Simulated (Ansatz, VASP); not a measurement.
# K in VASP and in Ansatz

```
K
1.0
     0.00000    2.61250    2.61250
     2.61250    0.00000    2.61250
     2.61250    2.61250    0.00000
K
1
Direct
  0.00000 0.00000 0.00000
```

Change from the starting cell: volume scaled by 0.5, LAPW.

Alike in both runs: task single point; functional PBEsol; k mesh 11 × 11 × 11; occupations fermi-dirac, width 0.1 eV; no spin polarisation.

```csv
,VASP,Ansatz
version,VASP 6.6.1,Ansatz 0.2.0
potentials or method,"VASP PAW PBE potentials, release 64 (K_sv), cutoff 520 eV","all-electron LAPW, scalar-relativistic"
```

```csv
,VASP,Ansatz,Ansatz less VASP
pressure (GPa),8.8,8.8,0.00
```

Ansatz ran all-electron here, so the differences hold the error of VASP's frozen core and of both bases.

Caveats: the PAW data sets were made with another functional, which shifts forces and pressure a little (VASP).
